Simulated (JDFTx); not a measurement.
ScAl3:

```
CELL_PARAMETERS angstrom
4.08781 0.00000 0.00000
0.00000 4.08781 0.00000
0.00000 0.00000 4.08781
ATOMIC_POSITIONS crystal
Sc 0.00000 0.00000 0.00000
Al 0.50000 0.50000 0.00000
Al 0.00000 0.50000 0.50000
Al 0.50000 0.00000 0.50000
```

The cell is a database's computed one.

| Property | Result |
| --- | --- |
| Program | JDFTx 1.7.0 (patched build) |
| Task | relaxation of cell and atoms |
| Functional | LDA |
| Potentials or basis | PseudoDojo-SR-LDA-0.4.1-standard with smoothed tails |
| Cutoff | 1061 eV |
| Density cutoff | 8490 eV |
| k mesh | 7 × 7 × 7 |
| Occupations | fermi-dirac, width 0.05 eV |
| Spin | no spin polarisation |

At the start: pressure -4.0 GPa; volume 17.08 Å³/atom.

Question: Where does the relaxation end?

Answer: Over 6 steps the energy falls by 9.7 meV/atom and the volume is 16.33 Å³/atom (-4.4 %); space group Pm-3m (No. 221, to 0.05 Å).

The path:
```csv
step,energy change (eV),largest force (eV/Å),pressure (GPa),volume (Å³)
1,0.0000,0.0000,-3.98,68.31
2,-0.0143,0.0000,-3.21,67.67
3,-0.0386,0.0000,0.14,65.21
4,-0.0387,0.0000,0.00,65.31
5,-0.0387,0.0000,0.00,65.31
6,-0.0387,0.0000,0.00,65.31
```

Final structure:
```cif
data_structure
_symmetry_space_group_name_H-M 'P 1'
_symmetry_Int_Tables_number 1
_cell_length_a 4.0270
_cell_length_b 4.0270
_cell_length_c 4.0270
_cell_angle_alpha 90.000
_cell_angle_beta 90.000
_cell_angle_gamma 90.000
_cell_volume 65.31
loop_
_atom_site_label
_atom_site_type_symbol
_atom_site_fract_x
_atom_site_fract_y
_atom_site_fract_z
_atom_site_occupancy
Sc1 Sc 0.00000 0.00000 0.00000 1
Al1 Al 0.50000 0.50000 0.00000 1
Al2 Al 0.00000 0.50000 0.50000 1
Al3 Al 0.50000 0.00000 0.50000 1
```
